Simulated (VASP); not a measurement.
# Na (Im-3m) in VASP: settings compared, part 3 of 3

VASP 6.6.1. Earlier steps stand in the parts before.

## 5. Relaxation of cell and atoms, LDA

INCAR reads:

```
SYSTEM = Na
ALGO = Normal
EDIFF = 1E-7
EDIFFG = -0.005
ENCUT = 600
IBRION = 2
ISIF = 3
ISMEAR = 0
LASPH = .TRUE.
LCHARG = .FALSE.
LREAL = .FALSE.
LWAVE = .FALSE.
NELM = 100
NSW = 90
PREC = Accurate
SIGMA = 0.1
```

KPOINTS reads:

```
k-points
0
G
  14 14 14
  0 0 0
```

POSCAR reads:

```
Na
1.0
   -2.1175000000      2.1175000000      2.1175000000
    2.1175000000     -2.1175000000      2.1175000000
    2.1175000000      2.1175000000     -2.1175000000
Na
1
Direct
    0.0000000000      0.0000000000      0.0000000000
```

Potentials or basis: VASP PAW LDA potentials, release 64 (Na_pv).

The run is started by

```
cat potpaw_LDA.64/Na_pv/POTCAR > POTCAR
mpirun -np 1 vasp_std > vasp.out
```

Run time: 64 s. Hardware: 1 thread of Intel Xeon Platinum 8488C (Sapphire Rapids), shared host; peak memory 0.16 GiB.

The run converged. Its results:

| Item | Value |
| --- | --- |
| Free energy | -1.4558 eV |
| Relaxed volume | 33.20 Å³/atom |
| Relaxed cell | a = 3.507 Å, b = 3.507 Å, c = 3.507 Å, α = 109.47°, β = 109.47°, γ = 109.47° |
| Space group after relaxing (to 0.05 Å) | Im-3m (No. 229) |
| Energy gained by relaxing | 15.9 meV/atom |
| Ionic steps | 3 |
| Pressure after relaxing | 0.0 GPa |
| Band gap on the k mesh | none (metal or under the smearing width) |

Step by step:
| step | energy change (eV) | largest force (eV/Å) | pressure (GPa) | volume (Å³) |
| --- | --- | --- | --- | --- |
| 1 | 0.0000 | 0.0000 | -0.96 | 37.98 |
| 2 | -0.0067 | 0.0000 | -0.79 | 36.74 |
| 3 | -0.0159 | 0.0000 | 0.00 | 33.20 |

Final structure:
```
CELL_PARAMETERS angstrom
-2.02465 2.02465 2.02465
2.02465 -2.02465 2.02465
2.02465 2.02465 -2.02465
ATOMIC_POSITIONS crystal
Na 0.00000 0.00000 0.00000
```

Levels at points of the mesh, in eV from the Fermi level:
```
           k point  band 1  band 2  band 3  band 4  band 5  band 6  band 7
(0.00, 0.00, 0.00)  -24.83  -24.83  -24.83   -3.50   12.39   12.39   12.39
(0.50, 0.00, 0.00)  -24.89  -24.85  -24.83    0.84    1.33    8.68    9.82
(0.50, 0.50, 0.50)  -24.87  -24.87  -24.87    4.79    4.79    5.26    5.26
```

Caveat: the volume moved by -13 % from the deposited cell, more than functionals usually miss.

## 6. Relaxation of cell and atoms, PBE

INCAR: that of step 5 with these lines changed.

```diff
@@ -5,2 +5,3 @@
 ENCUT = 600
+GGA = PE
 IBRION = 2
```

KPOINTS is that of step 5.

POSCAR is that of step 5.

Potentials or basis: VASP PAW PBE potentials, release 64 (Na_pv).

The run is started by

```
cat potpaw_PBE.64/Na_pv/POTCAR > POTCAR
mpirun -np 1 vasp_std > vasp.out
```

OUTCAR:

```text
SYSTEM = Na
   EDIFF = 1E-7
   EDIFFG = -0.005
   ENCUT = 600
   GGA = PE
   IBRION = 2
   ISIF = 3
   ISMEAR = 0
   LASPH = .TRUE.
   LREAL = .FALSE.
   NELM = 100
   NSW = 90
   PREC = Accurate

 ion  position               nearest neighbor table
   1  0.000  0.000  0.000-

  LATTYP: Found a body centered cubic cell.
 ALAT       =     4.2350000000

  Lattice vectors:

 A1 = (  -2.1175000000,   2.1175000000,   2.1175000000)
 A2 = (   2.1175000000,  -2.1175000000,   2.1175000000)
 A3 = (   2.1175000000,   2.1175000000,  -2.1175000000)

Analysis of symmetry for initial positions (statically):
=====================================================================
 Subroutine PRICEL returns:
 Original cell was already a primitive cell.

 Routine SETGRP: Setting up the symmetry group for a
 body centered cubic supercell.

 Subroutine GETGRP returns: Found 48 space group operations
 (whereof 48 operations were pure point group operations)
 out of a pool of 48 trial point group operations.

The static configuration has the point symmetry O_h .

Analysis of symmetry for dynamics (positions and initial velocities):
=====================================================================
 Subroutine PRICEL returns:
 Original cell was already a primitive cell.

 Routine SETGRP: Setting up the symmetry group for a
 body centered cubic supercell.

 Subroutine GETGRP returns: Found 48 space group operations
 (whereof 48 operations were pure point group operations)
 out of a pool of 48 trial point group operations.

The dynamic configuration has the point symmetry O_h .

 Subroutine INISYM returns: Found 48 space group operations
 (whereof 48 operations are pure point group operations),
 and found     1 'primitive' translations

----------------------------------------------------------------------------------------

                                     Primitive cell

  volume of cell :      37.9778

  direct lattice vectors                    reciprocal lattice vectors
    -2.117500000  2.117500000  2.117500000     0.000000000  0.236127509  0.236127509
     2.117500000 -2.117500000  2.117500000     0.236127509  0.000000000  0.236127509
     2.117500000  2.117500000 -2.117500000     0.236127509  0.236127509  0.000000000

  length of vectors
     3.667617585  3.667617585  3.667617585     0.333934725  0.333934725  0.333934725

  position of ions in fractional coordinates (direct lattice)
     0.000000000  0.000000000  0.000000000

  ion indices of the primitive-cell ions
   primitive index   ion index
                 1           1

----------------------------------------------------------------------------------------

 KPOINTS: k-points

Automatic generation of k-mesh.
 Grid dimensions read from file:
 generate k-points for:   14   14   14

 Generating k-lattice:

  Cartesian coordinates                     Fractional coordinates (reciprocal lattice)
     0.000000000  0.016866251  0.016866251     0.071428571  0.000000000  0.000000000
     0.016866251  0.000000000  0.016866251     0.000000000  0.071428571  0.000000000
[... 45 lines left out ...]
   ions per type =               1
   NGX,Y,Z   is equivalent  to a cutoff of  13.60, 13.60, 13.60 a.u.
   NGXF,Y,Z  is equivalent  to a cutoff of  27.20, 27.20, 27.20 a.u.
 SYSTEM =  Na
   PREC   = accura    normal or accurate (medium, high low for compatibility)
   ISTART =      0    job   : 0-new  1-cont  2-samecut
   ICHARG =      2    charge: 1-file 2-atom 10-const
   ISPIN  =      1    spin polarized calculation?
   LNONCOLLINEAR =      F non collinear calculations
   LSORBIT =      F    spin-orbit coupling
   LASPH  =      T    aspherical Exc in radial PAW
   ENCUT  =  600.0 eV  44.10 Ry    6.64 a.u.   7.33  7.33  7.33*2*pi/ulx,y,z
   NELM   =    100;   NELMIN=  2; NELMDL= -5     # of ELM steps
   EDIFF  = 0.1E-06   stopping-criterion for ELM
   LREAL  =      F    real-space projection
   EDIFFG = -.5E-02   stopping-criterion for IOM
   NSW    =     90    number of steps for IOM
   IBRION =      2    ionic relax: 0-MD 1-quasi-New 2-CG
   NFREE  =      1    steps in history (QN), initial steepest desc. (CG)
   ISIF   =      3    stress and relaxation
   ISYM   =      2    0-nonsym 1-usesym 2-fastsym
   POTIM  = 0.5000    time-step for ionic-motion
   TEBEG  =    0.0;   TEEND  =   0.0 temperature during run
   PSTRESS=    0.0 pullay stress
   NELECT =       7.0000    total number of electrons
   NUPDOWN=      -1.0000    fix difference up-down
   EMIN   =  10.00;   EMAX   =-10.00  energy-range for DOS
   EFERMI =   0.00;   METHOD = LEGACY
   ISMEAR =     0;   SIGMA  =   0.10  broadening in eV -4-tet -1-fermi 0-gaus
   EFERMI_NEDOS =   21; number of points for ismear=-14 and -15
   IALGO  =     38    algorithm
   IMIX   =      4    mixing-type and parameters
     AMIX     =   0.40;   BMIX     =  1.00
     AMIX_MAG =   1.60;   BMIX_MAG =  1.00
  volume/ion in A,a.u.               =      37.98       256.29
  Fermi-wavevector in a.u.,A,eV,Ry     =   0.931674  1.760609 11.810087  0.868017
  Thomas-Fermi vector in A             =   2.058192
   LORBIT       =      0    0 simple, 1 ext, 2 COOP (PROOUT), +10 PAW based schemes
   GGA     = PE    functional components
   LHFCALC =     F    Hartree Fock is set to
   AEXX    =    0.0000 exact exchange contribution
   IVDW    =     0    specifies the selected vdW correction
   LEPSILON=     F    determine dielectric tensor
   LRPA    =     F    only Hartree local field effects (RPA)
 conjugate gradient relaxation of ions
 non-spin polarized calculation
 Gauss-broadening in eV      SIGMA  =   0.10
  energy-cutoff  :      600.00
  volume of cell :       37.98
 maximum number of plane-waves:      1283
 NGX is ok and might be reduce to    30
   NGX = 15   NGY = 15   NGZ = 15

--------------------------------------- Ionic step        1  -------------------------------------------

 number of electron       7.0000000 magnetization

 Free energy of the ion-electron system (eV)
  ---------------------------------------------------
  ext. energy  EPLUGINS =         0.00000000
  ---------------------------------------------------
  free energy    TOTEN  =        -1.31152076 eV

  energy without entropy =       -1.30846675  energy(sigma->0) =       -1.30999376

------------------------ aborting loop because EDIFF is reached ----------------------------------------

  FORCE on cell =-STRESS in cart. coord.  units (eV):
  Direction    XX          YY          ZZ          XY          YZ          ZX
  --------------------------------------------------------------------------------------
  -------------------------------------------------------------------------------------
  Total       -0.0469107     -0.0469107     -0.0469107      0.0000000      0.0000000      0.0000000
  in kB       -1.9790304     -1.9790304     -1.9790304      0.0000000      0.0000000      0.0000000
  external PRESSURE =      -1.9790304 kB  Pullay stress =       0.0000000 kB
[... 57 lines left out ...]
--------------------------------------- Ionic step        3  -------------------------------------------

 number of electron       6.9999992 magnetization

 Free energy of the ion-electron system (eV)
  ---------------------------------------------------
  ext. energy  EPLUGINS =         0.00000000
  ---------------------------------------------------
  free energy    TOTEN  =        -1.31216823 eV

  energy without entropy =       -1.30914016  energy(sigma->0) =       -1.31065420

 E-fermi :   0.3140     XC(G=0):  -6.5103

 val. band max:        0.2869129188   @ k =  -0.3571   0.4286   0.1429
 cond. band min:       0.3679110301   @ k =   0.3571   0.0714   0.0714
 fundamental gap:      0.0809981113
 Fermi energy:         0.3140157898

 k-point     1 :       0.0000    0.0000    0.0000
  band No.  band energies     occupation
      1     -24.5613      2.00000
      2     -24.5613      2.00000
      3     -24.5613      2.00000
      4      -2.9466      2.00000
      5      12.0909      0.00000
      6      12.0909      0.00000
      7      12.0909      0.00000
[... 221 lines left out ...]
 k-point    24 :       0.3571    0.2857    0.0000
  band No.  band energies     occupation
      1     -24.5887      2.00000
      2     -24.5831      2.00000
      3     -24.5657      2.00000
      4       2.0544      0.00000
      5       2.4667      0.00000
      6       3.7404      0.00000
      7       8.3565      0.00000

 [... further k-points ...]

------------------------ aborting loop because EDIFF is reached ----------------------------------------

  FORCE on cell =-STRESS in cart. coord.  units (eV):
  Direction    XX          YY          ZZ          XY          YZ          ZX
  --------------------------------------------------------------------------------------
  -------------------------------------------------------------------------------------
  Total       -0.0011111     -0.0011111     -0.0011111      0.0000000      0.0000000     -0.0000000
  in kB       -0.0481720     -0.0481720     -0.0481720      0.0000000      0.0000000     -0.0000000
  external PRESSURE =      -0.0481720 kB  Pullay stress =       0.0000000 kB
[... 16 lines left out ...]
  FREE ENERGIE OF THE ION-ELECTRON SYSTEM (eV)
  ---------------------------------------------------
  free  energy   TOTEN  =        -1.3121682334 eV

  energy  without entropy=       -1.3091401616  energy(sigma->0) =       -1.31065420

 reached required accuracy - stopping structural energy minimisation
```

CONTCAR:

```text
Na
   1.00000000000000
    -2.0983315615549918    2.0983315615549918    2.0983315615549918
     2.0983315615549918   -2.0983315615549918    2.0983315615549918
     2.0983315615549918    2.0983315615549918   -2.0983315615549918
  Na
     1
Direct
     0.0000000000000000    0.0000000000000000    0.0000000000000000

  0.00000000E+00  0.00000000E+00  0.00000000E+00
```

It took 55 s on 1 thread of Intel Xeon Platinum 8488C (Sapphire Rapids), shared host; peak memory 0.18 GiB.

Results:

| Property | Result |
| --- | --- |
| Free energy | -1.3122 eV |
| Relaxed volume | 36.96 Å³/atom |
| Relaxed cell | a = 3.634 Å, b = 3.634 Å, c = 3.634 Å, α = 109.47°, β = 109.47°, γ = 109.47° |
| Space group after relaxing (to 0.05 Å) | Im-3m (No. 229) |
| Energy gained by relaxing | 0.6 meV/atom |
| Ionic steps | 3 |
| Pressure after relaxing | 0.0 GPa |
| Band gap on the k mesh | none (metal or under the smearing width) |

Step by step:
```csv
step,energy change (eV),largest force (eV/Å),pressure (GPa),volume (Å³)
1,0.0000,0.0000,-0.20,37.98
2,-0.0003,0.0000,-0.15,37.72
3,-0.0006,0.0000,0.00,36.96
```

Final structure:
```yaml
crystal:
  lattice:
    - [-2.09833, 2.09833, 2.09833]
    - [2.09833, -2.09833, 2.09833]
    - [2.09833, 2.09833, -2.09833]
  atoms:
    - { symbol: Na, position: [0.00000, 0.00000, 0.00000] }
```

Levels at points of the mesh, in eV from the Fermi level:
```tsv
k point	band 1	band 2	band 3	band 4	band 5	band 6	band 7
(0.00, 0.00, 0.00)	-24.88	-24.88	-24.88	-3.26	11.78	11.78	11.78
(0.50, 0.00, 0.00)	-24.91	-24.89	-24.88	0.78	1.25	8.24	9.20
(0.50, 0.50, 0.50)	-24.90	-24.90	-24.90	4.55	4.55	4.93	4.93
```

## 7. Overview

```tsv
level	potentials or basis	cutoff (eV)	gap on the mesh (eV)	pressure (GPa)	relaxed volume (Å³/atom)
PBEsol	VASP PAW PBE potentials, release 64 (Na_pv)	480	none	0.0	36.29
RPBE	VASP PAW PBE potentials, release 64 (Na_pv)	600	none	0.0	39.57
PBEsol	VASP PAW PBE potentials, release 64 (Na_pv)	600	none	0.0	36.25
LDA	VASP PAW LDA potentials, release 64 (Na_pv)	600	none	0.0	33.20
PBE	VASP PAW PBE potentials, release 64 (Na_pv)	600	none	0.0	36.96
```

Alike in all rows: task relaxation of cell and atoms; no spin polarisation; cell relaxed; k mesh 14 × 14 × 14; smearing gaussian 0.1 eV.

Caveats: the PAW data sets were made with another functional, which shifts forces and pressure a little (some runs); the volume moved by -13 % from the deposited cell, more than functionals usually miss (some runs).

Absolute energies hang on the potentials; compare differences alone.
